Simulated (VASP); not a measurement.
# CuO (F-43m) in VASP: notebook, part 2 of 2

VASP 6.6.1. Earlier steps stand in the parts before.

### Step 3. Single point, PBEsol+U, collinear spin, ferromagnetic start

File INCAR:

```
PREC = Accurate
ENCUT = 520
EDIFF = 1E-6
ISMEAR = 0
SIGMA = 0.05
LREAL = False
LASPH = True
NELM = 60
ALGO = Normal
ISIF = 2
LWAVE = False
LCHARG = False
ISPIN = 2
MAGMOM = 0.6 0
LORBIT = 11
NUPDOWN = 4
LMAXMIX = 4
LDAU = True
LDAUTYPE = 2
LDAUL = 2 -1
LDAUU = 2 0
LDAUJ = 0 0
LDAUPRINT = 1
GGA = PS
NBANDS = 20
```

File KPOINTS:

```
Automatic mesh
0
Gamma
  7 7 7
```

File POSCAR:

```
CuO
1.0
    0.0000000000      2.3272527300      2.3272527300
    2.3272527300      0.0000000000      2.3272527300
    2.3272527300      2.3272527300      0.0000000000
Cu O
1 1
Direct
    0.0000000000      0.0000000000      0.0000000000
    0.2500000000      0.2500000000      0.2500000000
```

Potentials or basis: VASP PAW PBE potentials, release 64 (Cu, O).

Command:

```sh
$ cat potpaw_PBE.64/Cu/POTCAR potpaw_PBE.64/O/POTCAR > POTCAR
$ mpirun -np 1 vasp_std > vasp.out
```

OUTCAR:

```text
PREC = Accurate
   ENCUT = 520
   EDIFF = 1E-6
   ISMEAR = 0
   LREAL = False
   LASPH = True
   NELM = 60
   ISIF = 2
   ISPIN = 2
   LORBIT = 11
   NUPDOWN = 4
   GGA = PS

 ion  position               nearest neighbor table
   1  0.000  0.000  0.000-   2 2.02   2 2.02   2 2.02   2 2.02
   2  0.250  0.250  0.250-   1 2.02   1 2.02   1 2.02   1 2.02

  LATTYP: Found a face centered cubic cell.
 ALAT       =     4.6545054600

  Lattice vectors:

 A1 = (   0.0000000000,   2.3272527300,   2.3272527300)
 A2 = (   2.3272527300,   0.0000000000,   2.3272527300)
 A3 = (   2.3272527300,   2.3272527300,   0.0000000000)

Analysis of symmetry for initial positions (statically):
=====================================================================
 Subroutine PRICEL returns:
 Original cell was already a primitive cell.

 Routine SETGRP: Setting up the symmetry group for a
 face centered cubic supercell.

 Subroutine GETGRP returns: Found 24 space group operations
 (whereof 24 operations were pure point group operations)
 out of a pool of 48 trial point group operations.

The static configuration has the point symmetry T_d .

Analysis of symmetry for dynamics (positions and initial velocities):
=====================================================================
 Subroutine PRICEL returns:
 Original cell was already a primitive cell.

 Routine SETGRP: Setting up the symmetry group for a
 face centered cubic supercell.

 Subroutine GETGRP returns: Found 24 space group operations
 (whereof 24 operations were pure point group operations)
 out of a pool of 48 trial point group operations.

The dynamic configuration has the point symmetry T_d .

Analysis of structural, dynamic, and magnetic symmetry:
=====================================================================
[... 194 lines left out ...]
  ---------------------------------------------------
  ext. energy  EPLUGINS =         0.00000000
  ---------------------------------------------------
  free energy    TOTEN  =         0.81709023 eV

  energy without entropy =        0.81921499  energy(sigma->0) =        0.81815261

 E-fermi :   0.0926     XC(G=0): -11.0712

 val. band max:       10.1494067508   @ k =  -0.4286   0.4286   0.0000
 cond. band min:       0.1160320011   @ k =   0.4286   0.1429   0.0000
 fundamental gap:    -10.0333747496
 Fermi energy:        10.3111313328

 spin component 1

 k-point     1 :       0.0000    0.0000    0.0000
  band No.  band energies     occupation
      1     -17.7443      1.00000
      2      -4.6233      1.00000
      3      -4.6233      1.00000
      4      -4.6233      1.00000
      5      -2.5443      1.00000
      6      -2.5443      1.00000
[... 436 lines left out ...]
      6      -2.5545      1.00000
[... 12 lines left out ...]
     19      30.2678      0.00000
     20      32.0101      0.00000
 Fermi energy:         0.0925729530

 spin component 2

 k-point     1 :       0.0000    0.0000    0.0000
  band No.  band energies     occupation
      1     -15.1291      1.00000
      2      -2.2722      1.00000
      3      -2.2722      1.00000
      4      -2.2722      1.00000
      5      -1.3191      1.00000
      6      -1.3191      1.00000
[... 449 lines left out ...]
     19      32.2845      0.00000
     20      33.9072      0.00000

------------------------ aborting loop because EDIFF is reached ----------------------------------------

  FORCE on cell =-STRESS in cart. coord.  units (eV):
  Direction    XX          YY          ZZ          XY          YZ          ZX
  --------------------------------------------------------------------------------------
  -------------------------------------------------------------------------------------
  Total        4.9730750      4.9730750      4.9730750      0.0000000      0.0000000      0.0000000
  in kB      316.0639404    316.0639404    316.0639404      0.0000000      0.0000000      0.0000000
  external PRESSURE =     316.0639404 kB  Pullay stress =       0.0000000 kB

 VOLUME and BASIS-vectors are now :
 -----------------------------------------------------------------------------
  energy-cutoff  :      520.00
  volume of cell :       25.21
      direct lattice vectors                 reciprocal lattice vectors
     0.000000000  2.327252730  2.327252730    -0.214845596  0.214845596  0.214845596
     2.327252730  0.000000000  2.327252730     0.214845596 -0.214845596  0.214845596
     2.327252730  2.327252730  0.000000000     0.214845596  0.214845596 -0.214845596

 POSITION                                       TOTAL-FORCE (eV/Angst)
 -----------------------------------------------------------------------------------
      0.00000      0.00000      0.00000         0.000000      0.000000      0.000000
      1.16363      1.16363      1.16363        -0.000000     -0.000000     -0.000000
 -----------------------------------------------------------------------------------
    total drift:                                0.000002      0.000002      0.000001

  FREE ENERGIE OF THE ION-ELECTRON SYSTEM (eV)
  ---------------------------------------------------
  free  energy   TOTEN  =         0.8170902296 eV

  energy  without entropy=        0.8192149892  energy(sigma->0) =        0.81815261

 total charge

# of ion       s       p       d       tot
------------------------------------------
    1        0.546   0.363   8.745   9.654
    2        1.625   3.126   0.000   4.751
--------------------------------------------------
tot          2.171   3.489   8.745  14.405

 magnetization (x)

# of ion       s       p       d       tot
------------------------------------------
    1        0.279   0.194   1.125   1.598
    2        0.089   1.302   0.000   1.391
--------------------------------------------------
tot          0.368   1.496   1.125   2.989
```

OSZICAR:

```text
N       E                     dE             d eps       ncg     rms          rms(c)
DAV:   1     0.111761385424E+03    0.11176E+03   -0.78024E+03  1820   0.120E+03
DAV:   2     0.418520789517E+01   -0.10758E+03   -0.98418E+02  1672   0.267E+02
DAV:   3    -0.440494104392E+01   -0.85901E+01   -0.82850E+01  1832   0.690E+01
DAV:   4    -0.451921729694E+01   -0.11428E+00   -0.11413E+00  1848   0.780E+00
DAV:   5    -0.452051343428E+01   -0.12961E-02   -0.12961E-02  1812   0.886E-01    0.268E+01
DAV:   6    -0.631360494540E+01   -0.17931E+01   -0.11805E+02  1860   0.185E+02    0.341E+01
DAV:   7     0.789352800773E+00    0.71030E+01   -0.19675E+01  1980   0.849E+01    0.656E+00
DAV:   8     0.686033451571E+00   -0.10332E+00   -0.61176E+00  2100   0.336E+01    0.521E+00
DAV:   9     0.813609588039E+00    0.12758E+00   -0.76192E-01  2348   0.153E+01    0.117E+00
DAV:  10     0.816783854488E+00    0.31743E-02   -0.47757E-02  2244   0.171E+00    0.287E-01
DAV:  11     0.815126443405E+00   -0.16574E-02   -0.15963E-02  2108   0.283E+00    0.695E-01
DAV:  12     0.817017859734E+00    0.18914E-02   -0.15960E-02  2216   0.256E+00    0.151E-01
DAV:  13     0.816987642535E+00   -0.30217E-04   -0.39421E-04  1788   0.168E-01    0.138E-01
DAV:  14     0.817089811406E+00    0.10217E-03   -0.41483E-04  2320   0.373E-01    0.187E-02
DAV:  15     0.817088811566E+00   -0.99984E-06   -0.49313E-05  2412   0.990E-02    0.199E-02
DAV:  16     0.817090139945E+00    0.13284E-05   -0.16751E-05  2068   0.707E-02    0.538E-03
DAV:  17     0.817090229569E+00    0.89624E-07   -0.60073E-07   896   0.112E-02
   1 F= 0.81709023E+00 E0= 0.81815261E+00  d E =-.212476E-02  mag=     4.0000
```

stdout:

```text
POSCAR found type information on POSCAR CuO
 POSCAR found :  2 types and       2 ions
 scaLAPACK will be used
 -----------------------------------------------------------------------------
|                                                                             |
|                                                                             |
|     You enforced a specific xc type in the INCAR file but a different       |
|     I HOPE YOU KNOW WHAT YOU ARE DOING!                                     |
|                                                                             |
 -----------------------------------------------------------------------------

 LDA part: xc-table for (Slater+PW92), standard interpolation
 POSCAR, INCAR and KPOINTS ok, starting setup
 FFT: planning ... GRIDC
 FFT: planning ... GRID_SOFT
 FFT: planning ... GRID
 WAVECAR not read
 entering main loop
```

Wall time 19 s (1 thread of Intel Xeon Platinum 8259CL at 2.50GHz (Skylake/Cascade Lake), shared host); peak memory 0.15 GiB.

Results:

| Quantity | Value |
| --- | --- |
| Free energy | 0.8171 eV |
| Pressure | 31.6 GPa |
| Net moment | 4.00 μB per cell |
| Site moments | Cu +1.60; O +1.39 μB |
| Valence electrons inside the program's atomic spheres | Cu 9.65; O 4.75 |

Eigenvalues of the final occupation matrices:
| site | spin | trace | eigenvalues |
| --- | --- | --- | --- |
| site 1 d | 1 | 4.94 | 0.97 0.97 1.00 1.00 1.00 |
| site 1 d | 2 | 3.82 | 0.66 0.66 0.66 0.91 0.91 |

Caveat: the moment is held away from its start; a pressure of tens of GPa on the cell as given is suspect, and the run, the potentials or the cell itself is likely at fault; the PAW data sets were made with another functional, which shifts forces and pressure a little; the total moment is fixed, so each spin has its own Fermi level; a cell with one magnetic atom can't hold antiferromagnetic order, which such compounds often take.

### Step 4. Single point, r2SCAN+U, collinear spin, ferromagnetic start

File INCAR:

```
SYSTEM = CuO
ALGO = Normal
EDIFF = 1E-6
ENCUT = 520
ISIF = 2
ISMEAR = 0
ISPIN = 2
LASPH = .True.
LCHARG = .False.
LDAU = .True.
LDAUJ = 0 0
LDAUL = 2 -1
LDAUPRINT = 1
LDAUTYPE = 2
LDAUU = 8 0
LMAXMIX = 4
LMIXTAU = .True.
LORBIT = 11
LREAL = .False.
LWAVE = .False.
MAGMOM = 0.6 0
METAGGA = R2SCAN
NBANDS = 20
NELM = 100
PREC = Accurate
SIGMA = 0.05
```

File KPOINTS:

```
k-points
0
Gamma
  7 7 7
  0 0 0
```

POSCAR is that of step 3.

Command:

```sh
$ cat potpaw_PBE.64/Cu/POTCAR potpaw_PBE.64/O/POTCAR > POTCAR
$ mpirun -np 1 vasp_std > vasp.out
```

Wall time 55 s (1 thread of Intel Xeon Platinum 8259CL at 2.50GHz (Skylake/Cascade Lake), shared host); peak memory 0.16 GiB.

The run converged. Its results:

```yaml
Free_energy: -15.1998 eV
Pressure: -14.9 GPa
Band_gap_on_the_k_mesh: none (metal or under the smearing width)
Net_moment: 1.00 μB per cell
Site_moments: Cu +0.47; O +0.50 μB
Valence_electrons_inside_the_program's_atomic_spheres: Cu 9.96; O 4.90
```

Levels at points of the mesh, in eV from the Fermi level:
Spin up:
```tsv
k point	band 7	band 8	band 9	band 10	band 11	band 12
(0.00, 0.00, 0.00)	-0.42	-0.42	-0.42	1.95	15.56	15.56
```
Spin down:
```csv
k point,band 3,band 4,band 5,band 6,band 7,band 8,band 9,band 10,band 11,band 12
"(0.00, 0.00, 0.00)",-4.24,-4.24,-3.35,-3.35,1.32,1.32,1.32,2.18,15.58,15.58
```

Eigenvalues of the final occupation matrices:
| site | spin | trace | eigenvalues |
| --- | --- | --- | --- |
| site 1 d | 1 | 4.93 | 0.98 0.98 0.99 0.99 0.99 |
| site 1 d | 2 | 4.45 | 0.84 0.84 0.84 0.96 0.96 |

Caveat: the PAW data sets were made with another functional, which shifts forces and pressure a little; a cell with one magnetic atom can't hold antiferromagnetic order, which such compounds often take. The state reached can hang on the start; a lower one may exist.

### Step 5. The reference run

An earlier run on the cell as given: functional PBE; potentials or basis VASP PAW PBE potentials, release 64 (Cu, O); cutoff 520 eV; k mesh 10 × 10 × 10; occupations fermi-dirac, width 0.05 eV; no spin polarisation.

* Pressure: -9.1 GPa
* Band gap on the k mesh: none (metal or under the smearing width)

### Step 6. Overview

| level | spin | U | fixed moment (μB) | k mesh | smearing | gap on the mesh (eV) | pressure (GPa) | moment (μB) |
| --- | --- | --- | --- | --- | --- | --- | --- | --- |
| PBEsol+U | collinear, random start | Cu d U = 2 eV | - | 7 × 7 × 7 | gaussian 0.05 eV | none | -15.1 | 0.75 |
| PBEsol+U | collinear, ferromagnetic start | Cu d U = 2 eV | 4 | 7 × 7 × 7 | gaussian 0.05 eV | - | 31.6 | 4.00 |
| r2SCAN+U | collinear, ferromagnetic start | Cu d U = 8 eV | - | 7 × 7 × 7 | gaussian 0.05 eV | none | -14.9 | 1.00 |
| PBE | off | - | - | 10 × 10 × 10 | fermi-dirac 0.05 eV | none | -9.1 | - |

Alike in all rows: task single point; potentials or basis VASP PAW PBE potentials, release 64 (Cu, O); cell as given; cutoff (eV) 520.

Every run on the cell as given and a fine mesh finds a metal. The pressure there spans -15.1 GPa (PBEsol+U) to 31.6 GPa (PBEsol+U); a positive pressure means that this level wants a larger cell, a negative one a smaller.

Caveats: the PAW data sets were made with another functional, which shifts forces and pressure a little (some runs); a cell with one magnetic atom can't hold antiferromagnetic order, which such compounds often take (some runs); the moment is held away from its start (some runs); a pressure of tens of GPa on the cell as given is suspect, and the run, the potentials or the cell itself is likely at fault (some runs); the total moment is fixed, so each spin has its own Fermi level (some runs); an odd number of electrons without spin polarisation forces a metal (some runs); a magnetic or distorted state may lie lower (some runs).

Absolute energies hang on the potentials; compare differences alone.
